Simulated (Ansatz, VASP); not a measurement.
# ZnAu in VASP and in Ansatz

The input INCAR:

```
SYSTEM = ZnAu
PREC     = Accurate       ! precision mode
ENCUT    = 520            ! plane-wave cutoff, eV
EDIFF    = 1E-8           ! SCF threshold, eV
ISMEAR   = -1             ! smearing method
SIGMA    = 0.05           ! smearing width, eV
LREAL    = .False.        ! projectors in reciprocal space
LASPH    = .True.         ! aspherical terms in the spheres
NELM     = 80             ! most SCF steps
ALGO     = Normal         ! electronic algorithm
ISIF     = 2              ! what is computed and relaxed
LWAVE    = .False.        ! write WAVECAR
LCHARG   = .False.        ! write CHGCAR
GGA      = PS             ! functional
LEFG     = .True.       
NBANDS   = 18             ! bands
```

The input KPOINTS:

```
regular mesh
0
Gamma
  13 13 13
  0 0 0
```

POSCAR

```
ZnAu
1.0
    3.1574552263      0.0000000000      0.0000000000
    0.0000000000      3.1574552263      0.0000000000
    0.0000000000      0.0000000000      3.1574552263
Zn Au
1 1
Direct
    0.5000000000      0.5000000000      0.5000000000
    0.0000000000      0.0000000000      0.0000000000
```

Input for Ansatz:

```yaml
crystal:
  lattice:
    - [3.1574552263, 0.0, 0.0]
    - [0.0, 3.1574552263, 0.0]
    - [0.0, 0.0, 3.1574552263]
  atoms:
    - { symbol: Zn, position: [0.5, 0.5, 0.5] }
    - { symbol: Au, position: [0.0, 0.0, 0.0] }
kpoints:
  mp_grid: { grid: [13, 13, 13] }
scf:
  occupations: { method: fermi_dirac, width: 0.05 }
hamiltonian:
  xc: pbesol
  pseudopotentials: { kind: all_electron, datasets: crystal }
output:
  forces: true
  stress: true
  eigenvalues: true
  efg: { contact_densities: true }
```

Change from the starting cell: volume scaled by 1.01, crystal datasets.

Alike in both runs: task electric field gradients; functional PBEsol; k mesh 13 × 13 × 13; occupations fermi-dirac, width 0.05 eV; no spin polarisation.

|  | VASP | Ansatz |
| --- | --- | --- |
| version | VASP 6.6.1 | Ansatz 0.2.0 |
| potentials or method | VASP PAW PBE potentials, release 64 (Zn, Au) | all-electron PAW with datasets made for the crystal, scalar-relativistic |
| plane-wave cutoff (eV) | 520 | see its input |

```csv
,VASP,Ansatz,Ansatz less VASP
pressure (GPa),-3.5,-3.6,-0.15
Vzz of the field gradient on the site that differs most (V/Å²),0.0,0.0,0.00
```

Ansatz ran all-electron here, so the differences hold the error of VASP's frozen core and of both bases. Ansatz warned: «gradients_without_spin_orbit».

Caveats: the PAW data sets were made with another functional, which shifts forces and pressure a little (VASP). Spin-orbit coupling is left out, which matters for the levels of Au.
